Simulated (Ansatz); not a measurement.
MoS2: smallest direct gap on path against volume per atom

Periodic Kohn-Sham DFT of a crystal at fixed atoms; Kohn-Sham levels at symmetry points; band -1 is the highest filled and +1 the lowest empty one at that point, spin up along a +z start moment. The results are calculated, by Ansatz 0.2.0.

Cell of the first row (space group R3m, No. 160):
```
cell vectors (Å)
   1.5492     0.8944     5.9983
  -1.5492     0.8944     5.9983
   0.0000    -1.7889     5.9983
atoms (fractions of the cell vectors)
Mo  0.00000  0.00000  0.00000
S   0.74840  0.74840  0.74840
S   0.58490  0.58490  0.58490
```

Settings of every row: method all-electron LAPW; functional PBE; relativity scalar; k mesh 13x13x13; filling fermi-dirac; smearing width 0.05 eV; basis error target 0.5 meV/atom; nucleus gaussian.

Atom start moment: 0 on all atoms.

Limits: a layered crystal: even scaling strains the bonds within the layers, so this curve is stiffer than the crystal under pressure; run without spin polarisation, so a magnetic state may lie lower; semilocal functionals tend to give too small a gap.

| row | volume per atom (Å³) | smallest direct gap on path (eV) | band gap (eV) |
| --- | --- | --- | --- |
| 1 | 16.624 | 1.764 | 0.629 |
| 2 | 16.977 | ? | ? |
| 3 | 17.331 | 1.674 | 0.646 |
| 4 | 17.508 | 1.652 | 0.649 |
| 5 | 17.685 | 1.628 | 0.65 |
| 6 | 17.861 | 1.611 | 0.655 |
| 7 | 18.038 | 1.59 | 0.657 |
| 8 | 18.392 | 1.551 | 0.661 |
| 9 | 18.746 | 1.513 | 0.663 |

Question: what smallest direct gap on path should row 2 give?

Worked fit of smallest direct gap on path. Take t = volume per atom − 18, in Å³. The shown rows have t = -1.376, -0.669, -0.492, -0.315, -0.139, 0.038, 0.392, 0.746. Least squares give smallest direct gap on path = 1.594 − 0.11361 × t + 0.00724 × t² eV; a straight line predicts inner rows, each left out in turn, worse (root mean square 0.003 against 0.0015 eV). The rows lie off it by 0.000, 0.001, 0.000, -0.003, 0.001, 0.000, 0.000, 0.000. The withheld row has t = -1.023, so the fit gives 1.594 − 0.11361 × (-1.023) + 0.00724 × (-1.023)² = 1.718 eV.

The calculation gave 1.718 eV. The fit meets it to the printed digit.

The other values of row 2: band gap 0.638 eV.
